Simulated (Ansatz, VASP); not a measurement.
## AlN: VASP beside Ansatz

The input INCAR:

```
PREC = Accurate ; ENCUT = 520
EDIFF = 1E-6 ; ISMEAR = 0
SIGMA = 0.02 ; LREAL = False
LASPH = True ; NELM = 60
ALGO = Normal ; ISIF = 2
LWAVE = False ; LCHARG = False
GGA = PS ; NBANDS = 11
```

File KPOINTS:

```
Automatic mesh
0
Gamma
  10 10 10
```

The input POSCAR:

```
AlN
1.0
    0.0000000000      2.1066823535      2.1066823535
    2.1066823535      0.0000000000      2.1066823535
    2.1066823535      2.1066823535      0.0000000000
Al N
1 1
Direct
    0.5000000000      0.5000000000      0.5000000000
    0.0000000000      0.0000000000      0.0000000000
```

Input for Ansatz:

```yaml
crystal:
  lattice:
    - [0.0, 2.1066823535, 2.1066823535]
    - [2.1066823535, 0.0, 2.1066823535]
    - [2.1066823535, 2.1066823535, 0.0]
  atoms:
    - { symbol: Al, position: [0.5, 0.5, 0.5] }
    - { symbol: "N", position: [0.0, 0.0, 0.0] }
basis:
  ecutwfc: 420
kpoints:
  mp_grid: { grid: [10, 10, 10] }
hamiltonian:
  xc: pbesol
scf:
  occupations: { method: gaussian, width: 0.02 }
output:
  forces: true
  stress: true
  eigenvalues: true
```

Alike in both runs: task single point; functional PBEsol; k mesh 10 × 10 × 10; occupations gaussian, width 0.02 eV; no spin polarisation.

|  | VASP | Ansatz |
| --- | --- | --- |
| version | VASP 6.6.1 | Ansatz 0.2.0 |
| potentials or method | VASP PAW PBE potentials, release 64 (Al, N) | scalar-relativistic, plane waves, PAW |
| plane-wave cutoff (eV) | 520 | 420 |
| valence electrons in the cell | 8 | 8 |

VASP gave:

```
gap on the k mesh at the Fermi level (eV) : 3.44
least direct gap on the mesh (eV)         : 4.00
pressure (GPa)                            : -25.2
```

Estimate Ansatz's values.

gap on the k mesh at the Fermi level (eV): 3.44; least direct gap on the mesh (eV): 3.99; pressure (GPa): -25.1.

The functional is the same, so the differences come from potentials, cutoffs and numerics.

Caveats: so large a pressure means that the cell lies far from this level's equilibrium, or that cutoff or potentials fall short (VASP); the potentials were made for another functional, which shifts forces and pressure (VASP). A k mesh can miss the band edges.
